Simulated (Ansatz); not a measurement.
Space group Fm-3m (No. 225). a = 4.630 Å, b = 4.630 Å, c = 4.630 Å, α = 90.00°, β = 90.00°, γ = 90.00°
```csv
atom,site,symmetry,x,y,z
Na,4a,m-3m,0.0000,0.0000,0.0000
F,4b,m-3m,0.5000,0.0000,0.0000
```

Equation of state of this NaF structure (not necessarily the ground state), with shape and atoms relaxed at each volume where symmetry leaves them free. These are results of DFT PBEsol, scalar-relativistic, plane waves, PAW in Ansatz 0.2.0, not measurements.

Settings: cutoff 420 eV, Γ-centred mesh 8×8×8 on the computed 2-atom cell, Gaussian smearing of 0.02 eV; no spin polarisation.

| V (Å³/atom) | E − E(largest V) (meV/atom) | P (GPa) | gap on mesh (eV) |
| --- | --- | --- | --- |
| 10.919 | 17.95 | 8.28 | 6.92 |
| 11.291 | 1.85 | 5.64 | 6.72 |
| 11.664 | -8.62 | 3.42 | 6.53 |
| 12.036 | -14.26 | 1.54 | 6.36 |
| 12.408 | -16.01 | -0.04 | 6.19 |
| 12.780 | -14.32 | -1.37 | 6.04 |
| 13.153 | -9.79 | -2.50 | 5.90 |
| 13.649 | 0.00 | -3.74 | 5.73 |

**Question.** Fit a third-order Birch–Murnaghan equation to E(V).

**Answer.** V0 = 12.40 Å³/atom, B0 = 49 GPa, B0' = 4.6.

The gaps are read on the mesh, which can miss the band edges, so they can be too wide.